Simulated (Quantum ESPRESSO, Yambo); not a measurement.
# SiC (P6_3mc): G0W0 in Yambo against the bands

Aim: move the bands of a G0W0 run on SiC (P6_3mc) over a wide range.

Program: Yambo 5.3.0. Level of theory: PBE and many-body steps on it, plane waves. Results are calculated unless marked as measured.

This is a report of a sequence of runs, with most program output left out.

**1. Starting point**

It takes space group P6_3mc (No. 186, hexagonal). Conventional cell: a = 3.074 Å, b = 3.074 Å, c = 5.045 Å, α = 90.00°, β = 90.00°, γ = 120.00°. Si has 4 C at 1.88 to 1.90 Å nearest. C has 4 Si at 1.88 to 1.90 Å nearest. Farther neighbours are not listed.

As a file:

```
Si C
1.0
     3.07351    0.00000    0.00000
    -1.53676    2.66174    0.00000
     0.00000    0.00000    5.04525
Si C
2 2
Direct
  0.33333 0.66667 0.49960
  0.66667 0.33333 0.99960
  0.33333 0.66667 0.87540
  0.66667 0.33333 0.37540
```

The cell and positions are those that the Materials Project relaxed with its own functionals (PBE, PBE+U or r2SCAN), kept fixed.

**2. 36 bands**

This step: Yambo 5.3.0; G0W0 on PBE, plane waves, norm-conserving pseudopotentials.

Now the one-shot GW correction: screening in the RPA, then the self-energy of the levels asked for.

Input file gw1.in:

```
HF_and_locXC
gw0
dyson
ppa
em1d
rim_cut
RandQpts= 1000000
RandGvec= 1 RL
EXXRLvcs= 74 Ry
VXCRLvcs= 296 Ry
Chimod= "HARTREE"
% BndsRnXp
 1 | 36 |
%
NGsBlkXp= 15.5 Ry
% LongDrXp
 1 | 1 | 1 |
%
% GbndRnge
 1 | 36 |
%
DysSolver= "n"
ExtendOut
PPAPntXp= 27.21138 eV
% QPkrange
 1 | 1 | 7 | 10 |
 7 | 7 | 7 | 10 |
 4 | 4 | 7 | 10 |
%
```

Command:

```
OMP_NUM_THREADS=1 mpirun -n 4 yambo -F gw1.in -J gw1 -C gw1 > gw1.log
```

It took 27 s on 4 MPI ranks of Arm Neoverse V1, shared host; peak memory 1.3 GiB.

Numbers from this step:

```yaml
g0w0_gap_on_the_points_computed: 2.792 eV
starting_gap_on_the_mesh: 2.275 eV
k_of_the_valence_top: 0, 0, 0
k_of_the_conduction_bottom: 0.3333, 0.3333, 0
least_direct_g0w0_gap_on_the_computed_points: 5.127 eV
z_at_the_valence_top: 0.8011
z_at_the_conduction_bottom: 0.8320
```

The gap on the mesh goes from 2.28 eV to 2.79 eV, a correction of +0.52 eV.

**3. 68 bands**

gw2.in, as its differences from gw1.in of step 2:

```diff
@@ -12,3 +12,3 @@
 % BndsRnXp
- 1 | 36 |
+ 1 | 68 |
 %
@@ -19,3 +19,3 @@
 % GbndRnge
- 1 | 36 |
+ 1 | 68 |
 %
```

Command:

```
OMP_NUM_THREADS=1 mpirun -n 4 yambo -F gw2.in -J gw2 -C gw2 > gw2.log
```

The job ended after 51 s (4 MPI ranks; peak memory 1.3 GiB; 3.3 min of CPU time).

Numbers from this step:

| Item | Value |
| --- | --- |
| G0W0 gap on the points computed | 2.834 eV |
| starting gap on the mesh | 2.275 eV |
| k of the valence top | 0, 0, 0 |
| k of the conduction bottom | 0.3333, 0.3333, 0 |
| least direct G0W0 gap on the computed points | 5.129 eV |
| Z at the valence top | 0.7977 |
| Z at the conduction bottom | 0.8289 |

Against the run before, the gap moves by +0.042 eV.

**4. 131 bands**

gw3.in, as its differences from gw2.in of step 3:

```diff
@@ -12,3 +12,3 @@
 % BndsRnXp
- 1 | 68 |
+ 1 | 131 |
 %
@@ -19,3 +19,3 @@
 % GbndRnge
- 1 | 68 |
+ 1 | 131 |
 %
```

Command:

```
OMP_NUM_THREADS=1 mpirun -n 4 yambo -F gw3.in -J gw3 -C gw3 > gw3.log
```

Elapsed: 95 s, on 4 MPI ranks; peak memory 1.4 GiB.

This step gave:

```
G0W0 gap on the points computed              : 2.948 eV
starting gap on the mesh                     : 2.275 eV
k of the valence top                         : 0, 0, 0
k of the conduction bottom                   : 0.3333, 0.3333, 0
least direct G0W0 gap on the computed points : 5.202 eV
```

Against the run before, the gap moves by +0.113 eV.

**5. 234 bands**

gw4.in, as its differences from gw3.in of step 4:

```diff
@@ -12,3 +12,3 @@
 % BndsRnXp
- 1 | 131 |
+ 1 | 234 |
 %
@@ -19,3 +19,3 @@
 % GbndRnge
- 1 | 131 |
+ 1 | 234 |
 %
```

Command:

```
OMP_NUM_THREADS=1 mpirun -n 4 yambo -F gw4.in -J gw4 -C gw4 > gw4.log
```

Run time: 2.8 min. Hardware: 4 MPI ranks; peak memory 1.7 GiB; 11 min of CPU time.

Numbers from this step:

| Quantity | Value |
| --- | --- |
| G0W0 gap on the points computed | 3.021 eV |
| starting gap on the mesh | 2.275 eV |
| k of the valence top | 0, 0, 0 |
| k of the conduction bottom | 0.3333, 0.3333, 0 |
| least direct G0W0 gap on the computed points | 5.254 eV |

Against the run before, the gap moves by +0.074 eV.

**6. 356 bands**

gw5.in, as its differences from gw4.in of step 5:

```diff
@@ -12,3 +12,3 @@
 % BndsRnXp
- 1 | 234 |
+ 1 | 356 |
 %
@@ -19,3 +19,3 @@
 % GbndRnge
- 1 | 234 |
+ 1 | 356 |
 %
```

Command:

```
OMP_NUM_THREADS=1 mpirun -n 4 yambo -F gw5.in -J gw5 -C gw5 > gw5.log
```

It took 4.2 min on 4 MPI ranks; peak memory 2.1 GiB.

This step gave:

* G0W0 gap on the points computed: 3.050 eV
* starting gap on the mesh: 2.275 eV
* k of the valence top: 0, 0, 0
* k of the conduction bottom: 0.3333, 0.3333, 0
* least direct G0W0 gap on the computed points: 5.275 eV

Against the run before, the gap moves by +0.029 eV.

**7. 495 bands**

gw6.in, as its differences from gw5.in of step 6:

```diff
@@ -12,3 +12,3 @@
 % BndsRnXp
- 1 | 356 |
+ 1 | 495 |
 %
@@ -19,3 +19,3 @@
 % GbndRnge
- 1 | 356 |
+ 1 | 495 |
 %
```

Command:

```
OMP_NUM_THREADS=1 mpirun -n 4 yambo -F gw6.in -J gw6 -C gw6 > gw6.log
```

It took 5.9 min on 4 MPI ranks; peak memory 2.6 GiB; 23 min of CPU time.

This step gave:

```yaml
g0w0_gap_on_the_points_computed: 3.062 eV
starting_gap_on_the_mesh: 2.275 eV
k_of_the_valence_top: 0, 0, 0
k_of_the_conduction_bottom: 0.3333, 0.3333, 0
least_direct_g0w0_gap_on_the_computed_points: 5.283 eV
```

Against the run before, the gap moves by +0.011 eV.

**8. The runs together**

Times are wall times on 4 MPI ranks of Arm Neoverse V1, shared host, good to a factor of about two.

```csv
run,mesh,bands,screening cutoff (eV),DFT gap (eV),gap on the mesh (eV),direct (eV),time
36 bands,3×3×4,36,210.9,2.275,2.792,5.127,27 s
68 bands,3×3×4,68,210.9,2.275,2.834,5.129,51 s
131 bands,3×3×4,131,210.9,2.275,2.948,5.202,95 s
234 bands,3×3×4,234,210.9,2.275,3.021,5.254,2.8 min
356 bands,3×3×4,356,210.9,2.275,3.050,5.275,4.2 min
495 bands,3×3×4,495,210.9,2.275,3.062,5.283,5.9 min
```

**9. Results**

```yaml
36_bands: 2.792 eV
68_bands: 2.834 eV
131_bands: 2.948 eV
234_bands: 3.021 eV
356_bands: 3.050 eV
495_bands: 3.062 eV
known_limits: not at the basis limit; coarse k mesh
```

What this shows: The setting moved: bands. From 36 bands to 495 bands the gap moves by +0.27 eV, for 13 times the time. The last step still moves it by +0.011 eV. Bands and screening cutoff are coupled, so a series along one setting does not show full convergence. Bands and cutoff are finite, so the gap is not at the basis limit. The miss can reach some tenths of an eV and take either sign; the mesh is an error of its own. In the G0W0 runs levels were corrected at 3 k points alone, so a gap called «on the mesh» is the least over those, and an edge elsewhere would be missed. The 3×3×4 mesh is coarse for this cell, which bears on the long-range parts of exchange and screening.

[Paths, hosts, dates, memory and timing lines, banners, echoed tables and standing remarks are left out of the program output.]

[Logs are printed without paths, hosts, clocks, repeated set-up lines and the standing remarks that a program may print on its own settings, such as how far it seeks lower states.]

[Runs of the session that timed out or met a known fault of the program may be left out.]

[Hosts, paths, dates, database ids (printed as entryN), source tags and the programs' standing remarks are cut or masked in the printed files.]
